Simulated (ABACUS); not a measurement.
A run of ABACUS 3.10.1:

File INPUT:

```
INPUT_PARAMETERS
suffix              Fe
calculation         nscf
basis_type          pw
pseudo_dir          ./
symmetry            -1
dft_functional      GGA_XC_HLE16
ecutwfc             90.0
pseudo_rcut         10
nspin               2
nbands              20
ks_solver           dav
smearing_method     fd
smearing_sigma      0.00367493
scf_thr             1e-08
scf_nmax            100
mixing_type         broyden
mixing_beta         0.4
init_chg            file
pw_diag_thr         1e-07
out_band            1
kpar                4
```

The input STRU:

```
ATOMIC_SPECIES
Fe 55.8450 Fe.upf

LATTICE_CONSTANT
1.8897261246

LATTICE_VECTORS
-1.4430000000 1.4430000000 1.4430000000
1.4430000000 -1.4430000000 1.4430000000
1.4430000000 1.4430000000 -1.4430000000

ATOMIC_POSITIONS
Direct

Fe
0.0
1
0.0000000000 0.0000000000 0.0000000000 1 1 1 mag 3
```

KPT

```
K_POINTS
8
Line
0.00000000 0.00000000 0.00000000 10 // G
0.50000000 -0.50000000 0.50000000 10 // H
0.00000000 0.00000000 0.50000000 10 // N
0.00000000 0.00000000 0.00000000 10 // G
0.25000000 0.25000000 0.25000000 10 // P
0.50000000 -0.50000000 0.50000000 1 // H
0.25000000 0.25000000 0.25000000 10 // P
0.00000000 0.00000000 0.50000000 1 // N
```

Potentials or basis: PseudoDojo NC SR 0.5 PBE standard, plane waves.

Run with:

```console
$ OMP_NUM_THREADS=1 mpirun -np 4 abacus > log
```

Hardware: 4 MPI ranks on Intel(R) Xeon(R) 6975P-C (Granite Rapids), on a shared host.

Problem. Estimate the wall time of this run.

Solution. Wall time 3.3 s on 4 MPI ranks on Intel(R) Xeon(R) 6975P-C (Granite Rapids), with other jobs on the host, peak memory 0.32 GiB a rank. Counts: scf iterations 1, k points 62, bands 20, ranks 4.
